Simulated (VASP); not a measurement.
InSb (strained zincblende): one r²SCAN single-point calculation in two programs

```yaml
crystal:
  lattice:
    - [0.00000, 3.27951, 3.24672]
    - [3.27951, 0.00000, 3.24672]
    - [3.27951, 3.27951, 0.00000]
  atoms:
    - { symbol: In, position: [0.00000, 0.00000, 0.00000] }
    - { symbol: Sb, position: [0.25000, 0.25000, 0.25000] }
```

Datasets and cutoffs are each program's own. VASP's cell holds 18 valence electrons and Ansatz's 28. Ansatz's stress includes a Pulay correction; VASP's doesn't.

Cutoffs: 520 eV in VASP, 500 eV in Ansatz. k meshes: 6×6×6 and 6×6×6.

```json
{"": "gap between bands v and c", "VASP": "0.04 eV", "Ansatz": "0.04 eV"}
{"": "least direct gap", "VASP": "0.04 eV", "Ansatz": "0.04 eV"}
{"": "pressure", "VASP": "0.4 GPa", "Ansatz": "0.4 GPa"}
```

Band v is the last that the valence electrons fill when counted band by band, and c is the next. Levels in eV from the top of v, Ansatz:

```csv
point,v−1,v,c,c+1
Γ,-0.05,0.00,0.04,3.18
X,-2.33,-2.33,1.48,1.56
K,-3.14,-1.93,1.87,3.97
L,-1.07,-1.00,0.75,4.05
W,-2.88,-2.74,3.67,4.19
```

VASP:

```csv
point,v−1,v,c,c+1
Γ,-0.05,0.00,0.04,3.17
X,-2.34,-2.34,1.48,1.54
K,-3.15,-1.94,1.86,3.96
L,-1.07,-1.01,0.75,4.03
W,-2.89,-2.75,3.67,4.18
```
